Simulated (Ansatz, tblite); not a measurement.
## A script for KI (GFN2-xTB)

These are simulated results from tblite 0.8.0, not measurements. The cell was built from a prototype and was relaxed with r2SCAN in plane waves (Ansatz 0.2.0). Not every such cell is a known phase. All runs are without spin polarisation.

Space group Pm-3m (No. 221), cubic; conventional cell a = 4.291 Å, 39.50 Å³ an atom. Around K lie 8 I at 3.72 Å; around I lie 8 K at 3.72 Å.

tblite solves periodic systems at the zone centre alone, so the script builds a cluster of 2×2×2 conventional cells (16 atoms), which folds in a coarse mesh of k points.

Input script:

```python
import json
from ase import Atoms
from ase.build import make_supercell
from ase.units import Bohr, GPa, Hartree
from tblite.interface import Calculator

atoms = Atoms(['K', 'I'],
              cell=[[4.29094012, 0.0, 0.0], [0.0, 4.29094012, 0.0], [0.0, 0.0, 4.29094012]],
              scaled_positions=[[0.0, 0.0, 0.0], [0.5, 0.5, 0.5]],
              pbc=True)
cluster = make_supercell(atoms, [[2, 0, 0], [0, 2, 0], [0, 0, 2]])
calc = Calculator('GFN2-xTB', cluster.numbers, cluster.positions / Bohr, lattice=cluster.cell[:] / Bohr, periodic=cluster.pbc)
calc.set('temperature', 0.02 / Hartree)
calc.set('max-iter', 150)
res = calc.singlepoint()
levels = res.get('orbital-energies') * Hartree
nv = round(res.get('orbital-occupations').sum() / 2)
cells = len(cluster) // len(atoms)
out = {'energy_per_cell': res.get('energy') * Hartree / cells, 'homo': levels[nv - 1], 'lumo': levels[nv],
       'stress': (-res.get('virial') * Hartree / cluster.get_volume() / GPa).tolist(), 'charges': res.get('charges')[:len(atoms)].tolist(), 'electrons': 2 * nv / cells}
json.dump(out, open('results.json', 'w'))
for key, value in out.items():
    print(key, value)
```

Command: `python run.py`. It took 1.4 s on 1 thread of Arm Neoverse V1, with other jobs on the host, peak memory 0.091 GiB.

The log:

```
------------------------------------------------------------
  cycle        total energy    energy error   density error
------------------------------------------------------------
      1     -32.45359115264  -3.2480020E+01   2.8386113E-01
      2     -32.89980987308  -4.4621872E-01   1.3403491E-01
      3     -33.03132866298  -1.3151879E-01   3.9869240E-02
      4     -33.01841579260   1.2912870E-02   4.8294200E-02
      5     -33.04966348190  -3.1247689E-02   5.9248729E-04
      6     -33.04963342464   3.0057261E-05   1.4963960E-03
      7     -33.04964688198  -1.3457344E-05   1.1649045E-03
      8     -33.04966695137  -2.0069385E-05   1.9094269E-04
      9     -33.04966748694  -5.3557294E-07   2.4111390E-05
     10     -33.04966748604   9.0437169E-10   8.0809955E-06
------------------------------------------------------------

 total:                                   0.739 sec
energy_per_cell -112.41590749244439
homo -11.434966531753865
lumo -4.437563920818835
stress [[2.4005633571034615, -5.542999059496199e-06, -5.5430428449053945e-06], [-5.542999059532002e-06, 2.400563357104049, -5.5430200004024404e-06], [-5.543042844879504e-06, -5.543020000464164e-06, 2.4005633571038225]]
charges [0.5473726547005389, -0.5473830817751658]
electrons 8.0
```

The cycle table is in hartree for the whole cluster, and the lines after it are in eV (the energy for one cell). The printed stress is in GPa and positive in compression, and the pressure is its mean diagonal.

GFN2-xTB gives a gap of 7.00 eV. On the same cell, plane-wave PBE (Ansatz, 6×6×6 k points and the special points) gives a gap of 3.33 eV and r2SCAN a gap of 4.04 eV; on shared hosts these took about 2.3 and 5.3 core-seconds on the 2-atom cell, against 1.4 for the script. Spin-orbit coupling, left out in all these runs, can cut or reorder the gap by tenths of an eV, up to about 1 eV with Pb or Bi. xTB was fitted to molecules, so gaps, charges and pressures of solids can be far off, and the gap also depends on the size of the cluster.

The same script was run on cells scaled at fixed shape and fractional coordinates:

```csv
volume (Å³/atom),energy (meV/atom),"pressure (GPa, positive in compression)",gap (eV)
34.76,114.9,5.72,7.38
37.13,45.3,3.78,7.62
39.50,0.0,2.40,7.00
41.87,-28.4,1.47,5.98
44.24,-45.0,0.77,5.14
```

The minimum lies beyond the largest of these volumes.

xTB was fitted mostly to molecules, and a small cluster samples few k points, so gaps, pressures and kinks along a curve can be far from a solid's.

Spin-orbit coupling is left out, which matters wherever the heavy atoms make up the band edges.
